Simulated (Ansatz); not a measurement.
# SnO2 (Pa-3) in Ansatz: notebook

Aim: see how the results for SnO2 move with the level of theory and the settings. Levels: revPBE, BLYP, r2SCAN. Tasks: band structure.

All numbers are computed with Ansatz 0.2.0; they aren't measurements. Logs are shortened: lines on timing, memory, paths and dates and some standing lists are left out, and cuts for length are marked.

## 1. The crystal as given

The structure is cubic, space group Pa-3 (No. 205). Conventional cell: a = 5.175 Å, b = 5.175 Å, c = 5.175 Å, α = 90.00°, β = 90.00°, γ = 90.00°. Around Sn (site symmetry -3) lie 6 O at 2.11 Å. O (site symmetry 3) has 3 Sn at 2.11 Å as nearest neighbours.

Measurements of this composition are mostly on another form, of space group No. 136.

## 2. Band structure, revPBE

File input.yaml:

```yaml
crystal:
  lattice:
    - [5.175256, 0.0, 0.0]
    - [0.0, 5.175256, 0.0]
    - [0.0, 0.0, 5.175256]
  atoms:
    - { symbol: Sn, position: [0.0, 0.0, 0.0] }
    - { symbol: Sn, position: [0.5, 0.0, 0.5] }
    - { symbol: Sn, position: [0.5, 0.5, 0.0] }
    - { symbol: Sn, position: [0.0, 0.5, 0.5] }
    - { symbol: O, position: [0.661098, 0.838902, 0.161098] }
    - { symbol: O, position: [0.838902, 0.161098, 0.661098] }
    - { symbol: O, position: [0.161098, 0.661098, 0.838902] }
    - { symbol: O, position: [0.338902, 0.338902, 0.338902] }
    - { symbol: O, position: [0.661098, 0.661098, 0.661098] }
    - { symbol: O, position: [0.838902, 0.338902, 0.161098] }
    - { symbol: O, position: [0.161098, 0.838902, 0.338902] }
    - { symbol: O, position: [0.338902, 0.161098, 0.838902] }
hamiltonian:
  xc: revpbe
  pseudopotentials: { kind: paw }
kpoints:
  mp_grid: { grid: [4, 4, 4] }
  band_path:
    path:
      - [[0.0, 0.0, 0.0], [0.0, 0.5, 0.0], [0.5, 0.5, 0.0], [0.0, 0.0, 0.0], [0.5, 0.5, 0.5], [0.0, 0.5, 0.0]]
      - [[0.5, 0.5, 0.0], [0.5, 0.5, 0.5]]
    npoints: 10
scf:
  occupations: { method: fermi_dirac, width: 0.05 }
  n_extra_bands: 30
output:
  forces: true
  stress: true
  eigenvalues: true
  fatbands: false
  write_density: true
  write_potential: true
  elf: true
  volumetric_format: npy
```

Potentials or basis: Ansatz PAW.

Command:

```console
$ ansatz run input.yaml --threads 4 --pin off --max-ram 11264MiB --backend cpu --events-out ev --progress --plain --runs-dir out
```

Standard output:

```text
Warning: RAYON_NUM_THREADS=4 ignored (pool sized by the plan → 4); use --threads N
scf.n_extra_bands = 30 over 52 filled bands (N_el = 104.0): the run solves 82 bands
Engine: ansatz 0.2.0, aarch64-unknown-linux-gnu
Pseudopotentials: kind: paw
Pseudopotential: Sn, paw, valence charge 14, recommended cutoff 420 eV (normal), Sn.paw.azcp
Pseudopotential: O, paw, valence charge 6, recommended cutoff 420 eV (normal), O.paw.azcp
Functional definition: revPBE
  parameter kappa = 1.245
  parameter beta = 0.06672455060314922
  exchange = pbe_x(kappa = kappa, mu = beta*pi^2/3)
  correlation = pbe_c(beta = beta)
Crystal: 12 atoms, lattice volume = 138.610 Å³
Basis set: ecut = 420 eV, 2721 PW (Γ), exchange–correlation on 72×72×72 points (8 copies of the dense FFT grid, shifted against one another)
Bands: 82, of which v1, the nominal top of the filled ones, is band 52 counted from 1 (51 counted from 0)
Symmetry: 24 space group operations
Space group: Pa-3 (ITA 205), of the structure as read, at distance tolerance 5.2e-5 Å
k-points: 11 of 64
Non-local potential: Sn, projectors of the file, l = 0: 2, l = 1: 2, l = 2: 2, l = 3: 2
Non-local potential: O, projectors of the file, l = 0: 2, l = 1: 2, l = 2: 1
PAW form: soft (Blöchl's): semilocal exchange-correlation on the pseudo side does not see the compensation charge
PAW frozen core: Sn, regenerated for the run's functional, and the local potential with it (the file was generated under x = pbe(κ = 0.804, μ = 0.2195149727645171), c = pbe(β = 0.06672455060314922))
PAW frozen core: O, regenerated for the run's functional, and the local potential with it (the file was generated under x = pbe(κ = 0.804, μ = 0.2195149727645171), c = pbe(β = 0.06672455060314922))
PAW one-centre angular grid: Sn, 590 points (default); XC on 64 Gauss nodes
PAW one-centre angular grid: O, 110 points (default); XC on 64 Gauss nodes
Initial density: superposition of atomic densities (neutral atoms: chi_scale 0, normalization atom), corrected by the library's trained network
Initial wavefunctions: pseudopotential atomic-orbital guess
Functional: x = revpbe(κ = 1.245, μ = 0.2195149727645171), c = pbe(β = 0.06672455060314922)
SCF iter   1: F=—  HF=-28668.829463 eV  |F-HF|=—  |Δ(HF+E_count)|=         —  Δρ=2.78e-3  dr2=5.70e-3  ethr=1.77e-3  ⟨swp⟩=5.5  Hψ=3935  notcnv=0  defer=149
preconditioner: auto → Resta (q_TF=auto, 2.601 Å⁻¹)  ε∞=2.9  [insulator: Δε(μ)=0.632 eV  Ē_g=23.469 eV  σ=0.050 eV  W_gap=0.99  n_scr=32 (ndim 8)  ℏωp=32.2 eV  f_vac=0.000  D(μ)=0.01/eV (n_scr^D=0)  ε∞_Penn≈2.9]
SCF iter   2: F=—  HF=-28668.830081 eV  |F-HF|=—  |Δ(HF+E_count)|=   6.18e-4  Δρ=1.55e-3  dr2=2.32e-3  ethr=5.48e-6  ⟨swp⟩=2.1  Hψ=1526  notcnv=0  defer=202
SCF iter   3: F=—  HF=-28668.830484 eV  |F-HF|=—  |Δ(HF+E_count)|=   4.04e-4  Δρ=2.53e-4  dr2=3.55e-5  ethr=2.23e-6  ⟨swp⟩=2.0  Hψ=852  notcnv=0  defer=202
SCF iter   4: F=—  HF=-28668.830353 eV  |F-HF|=—  |Δ(HF+E_count)|=   1.32e-4  Δρ=6.54e-5  dr2=3.08e-6  ethr=3.41e-8  ⟨swp⟩=2.0  Hψ=1187  notcnv=0  defer=202
SCF iter   5: F=—  HF=-28668.830355 eV  |F-HF|=—  |Δ(HF+E_count)|=   2.63e-6  Δρ=2.05e-5  dr2=5.72e-7  ethr=2.96e-9  ⟨swp⟩=2.0  Hψ=979  notcnv=0  defer=202
SCF iter   6: F=-28668.830355 eV  HF=-28668.830355 eV  |F-HF|=1.02e-8  |Δ(HF+E_count)|=   2.52e-8  Δρ=3.55e-6  dr2=1.59e-8  ethr=9.62e-11  ⟨swp⟩=16.2  Hψ=7658  notcnv=0
SCF 1 converged in 6 iterations: F = -28668.830355 eV  dr2 = 1.59e-8
NSCF: frozen V_eff on 62 k-points
SCF converged after 6 iterations
Free energy (F): -28668.830355 eV
Harris-Foulkes:  -28668.830355 eV  (|F-HF|=1.02e-8)
Internal energy: -28668.830113 eV  (E = F + TS)
E sigma→0 (E₀):  -28668.830234 eV
Entropy (-TS):   -0.000243 eV (-0.020 meV/atom)
Fermi energy:    10.542611 eV
--- Per-component energies (eV) ---
  E_band       = -149.080373
  E_kinetic    = 2157.378428
  E_local      = -4991.213742  (includes V_loc(G=0)·N_el)
  E_nonlocal   = 260.250131
  E_hartree    = 2660.548099
  E_xc         = -2111.264594
  E_vxc        = -1123.606508  (∫ρ·V_xc dr)
  E_paw        = -17886.077633  (= ΣΔE_a)
  E_vpaw       = -1773.003393  (= ΣTr[D̂ρ^β])
  E_aug_tail   = 0.019316  (compensation charges beyond the density's cutoff)
  E_ewald      = -8758.422399
  E_core_change = -0.047718  (= ΣΔE_core)
  E_smearing   = -0.000243  (= −TS)
  E_closure    = 0.000000  (closes the sum)
  Σ components = -28668.830355   (vs F -28668.830355, Δ=0.00e0)
--- Forces (eV/Å), atoms counted from 1 ---
  atom   1  Sn     0.00000000    -0.00000000     0.00000000
  atom   2  Sn     0.00000000    -0.00000000    -0.00000000
  atom   3  Sn     0.00000000    -0.00000000     0.00000000
  atom   4  Sn     0.00000000    -0.00000000    -0.00000000
  atom   5  O     -0.00691665     0.00691665    -0.00691665
  atom   6  O      0.00691665    -0.00691665    -0.00691665
  atom   7  O     -0.00691665    -0.00691665     0.00691665
  atom   8  O      0.00691665     0.00691665     0.00691665
  atom   9  O     -0.00691665    -0.00691665    -0.00691665
  atom  10  O      0.00691665     0.00691665    -0.00691665
  atom  11  O     -0.00691665     0.00691665     0.00691665
  atom  12  O      0.00691665    -0.00691665     0.00691665
  max |Σ_I F_I| component: 1.47e-17 eV/Å
--- Stress (GPa, compression-positive) ---
        2.477725      -0.000000       0.000000
       -0.000000       2.477725       0.000000
        0.000000       0.000000       2.477725
  P = ⅓ Tr σ = 2.4777 GPa (24.777 kbar)
--- Band table (eV; the first three rows and the last of 11) ---
  k-point 0: bands = ["-10.6938", "-10.6938", "-10.6938", "-10.0181", "-10.0181", "-10.0181", "-9.9671", "-9.9671", "-9.9294", "-9.9127", "-9.9127", "-9.9127", "-9.8461", "-9.8461", "-9.8461", "-9.7844", "-9.7844", "-9.7844", "-9.7772", "-9.7772", "-8.5337", "-6.9609", "-6.9609", "-6.9609", "-6.0117", "-5.2770", "-5.2770", "-5.2770", "3.1983", "3.1983", "3.1983", "5.1356", "5.1356", "5.1356", "5.5031", "5.5031", "7.7080", "7.7080", "7.7080", "8.1281", "8.1281", "8.1281", "8.4750", "9.1404", "9.1404", "9.1404", "9.4451", "9.4451", "9.8788", "10.0978", "10.0978", "10.0978", "10.7717", "15.9557", "15.9557", "15.9557", "17.5932", "17.5932", "17.5932", "18.7922", "18.7922", "18.7922", "18.9799", "21.6003", "21.6003", "22.6734", "22.6734", "22.6734", "22.8874", "22.8874", "22.8874", "24.4810", "24.5177", "24.5177", "24.5177", "27.6894", "27.6894", "27.6894", "28.8816", "28.8816", "29.4419", "29.4419"]
  k-point 1: bands = ["-10.6300", "-10.6269", "-10.6093", "-10.0964", "-10.0909", "-10.0743", "-10.0055", "-9.9672", "-9.9356", "-9.9217", "-9.9121", "-9.9076", "-9.8622", "-9.8606", "-9.8449", "-9.8034", "-9.7965", "-9.7946", "-9.7870", "-9.7830", "-8.3644", "-7.2702", "-6.7305", "-6.6737", "-6.0053", "-5.4839", "-5.3863", "-5.3263", "2.9185", "2.9990", "3.7080", "5.2061", "5.3058", "5.4277", "5.6348", "6.1381", "7.1166", "7.2249", "7.2737", "8.0937", "8.1994", "8.3866", "8.5371", "8.6241", "9.0767", "9.2733", "9.3211", "9.4569", "9.6329", "10.0030", "10.0456", "10.1321", "12.1266", "15.2423", "15.2870", "15.6458", "17.8107", "18.0057", "18.3498", "18.7588", "18.9147", "18.9553", "19.3374", "20.8557", "21.7311", "22.3057", "22.3585", "22.6056", "22.9488", "23.1215", "23.2251", "24.6190", "24.7061", "24.9570", "25.5299", "25.9380", "27.0219", "27.0492", "27.8947", "28.1850", "29.4774", "29.8611"]
  k-point 2: bands = ["-10.5314", "-10.5314", "-10.3786", "-10.3786", "-10.1988", "-10.1988", "-9.9803", "-9.9803", "-9.9292", "-9.9292", "-9.9079", "-9.9079", "-9.8570", "-9.8570", "-9.8307", "-9.8307", "-9.8097", "-9.8097", "-9.7894", "-9.7894", "-7.8814", "-7.8814", "-6.2573", "-6.2573", "-6.0463", "-6.0463", "-5.4301", "-5.4301", "2.7670", "2.7670", "4.9527", "4.9527", "5.3341", "5.3341", "6.2701", "6.2701", "6.8025", "6.8025", "7.2092", "7.2092", "8.5190", "8.5190", "8.7150", "8.7150", "8.8374", "8.8374", "9.4497", "9.4497", "9.7169", "9.7169", "10.1538", "10.1538", "13.8393", "13.8393", "15.0813", "15.0813", "17.9777", "17.9777", "18.7546", "18.7546", "19.6811", "19.6811", "19.8746", "19.8746", "21.6512", "21.6512", "22.2462", "22.2462", "23.5228", "23.5228", "23.8778", "23.8778", "25.0759", "25.0759", "25.5995", "25.5995", "26.2335", "26.2335", "27.9193", "27.9193", "29.3088", "29.3088"]
  k-point 10: bands = ["-10.5686", "-10.5686", "-10.5686", "-10.5686", "-9.9866", "-9.9866", "-9.9866", "-9.9866", "-9.9302", "-9.9302", "-9.9302", "-9.9302", "-9.8078", "-9.8078", "-9.8078", "-9.8078", "-9.8046", "-9.8046", "-9.8046", "-9.8046", "-6.9444", "-6.9444", "-6.9444", "-6.9444", "-6.0336", "-6.0336", "-6.0336", "-6.0336", "4.1852", "4.1852", "4.1852", "4.1852", "6.2567", "6.2567", "6.2567", "6.2567", "6.6184", "6.6184", "6.6184", "6.6184", "8.5975", "8.5975", "8.5975", "8.5975", "8.9828", "8.9828", "8.9828", "8.9828", "9.5482", "9.5482", "9.5482", "9.5482", "15.2028", "15.2028", "15.2028", "15.2028", "17.5086", "17.5086", "17.5086", "17.5086", "21.2262", "21.2262", "21.2262", "21.2262", "21.8295", "21.8295", "21.8295", "21.8295", "22.8637", "22.8637", "22.8637", "22.8637", "24.2760", "24.2760", "24.2760", "24.2760", "26.8677", "26.8677", "26.8677", "26.8677", "30.5427", "30.5427"]
```

It took 13 s on 4 threads of Arm Neoverse V1, shared host; peak memory 0.73 GiB.

Results:

```
Free energy             : -28668.8304 eV
Pressure                : 2.5 GPa
Largest force           : 0.012 eV/Å
Band gap on the k mesh  : 0.62 eV, indirect (least direct gap 0.67 eV)
Band gap along the path : 0.61 eV, indirect (least direct gap 0.67 eV)
```

Forces on the atoms (eV/Å):
```
Sn   0.000  0.000  0.000
Sn   0.000  0.000  0.000
Sn   0.000  0.000  0.000
Sn   0.000  0.000  0.000
O   -0.007  0.007 -0.007
O    0.007 -0.007 -0.007
O   -0.007 -0.007  0.007
O    0.007  0.007  0.007
O   -0.007 -0.007 -0.007
O    0.007  0.007 -0.007
O   -0.007  0.007  0.007
O    0.007 -0.007  0.007
```

Levels at the corners of the path, in eV from the valence-band top:
```tsv
point	band 49	band 50	band 51	band 52	band 53	band 54	band 55	band 56
Γ	-0.28	-0.06	-0.06	-0.06	0.61	5.79	5.79	5.79
X	-0.44	-0.44	-0.01	-0.01	3.68	3.68	4.92	4.92
M	-0.30	-0.30	-0.30	-0.30	4.56	4.56	4.56	4.56
Γ	-0.28	-0.06	-0.06	-0.06	0.61	5.79	5.79	5.79
R	-0.61	-0.61	-0.61	-0.61	5.04	5.04	5.04	5.04
X	-0.44	-0.44	-0.01	-0.01	3.68	3.68	4.92	4.92
M	-0.30	-0.30	-0.30	-0.30	4.56	4.56	4.56	4.56
R	-0.61	-0.61	-0.61	-0.61	5.04	5.04	5.04	5.04
```

Caveat: the pressure holds a Pulay correction of +0.8 GPa for the finite cutoff; spin-orbit coupling is left out, which moves the levels of the heavy elements; the PAW data sets come from PBE, with cores solved anew for the run's functional, which leaves a small shift of forces and pressure. Expect the measured gap to be larger: semilocal functionals such as revPBE lack the derivative discontinuity.

(Continued in part 2 of 2.)
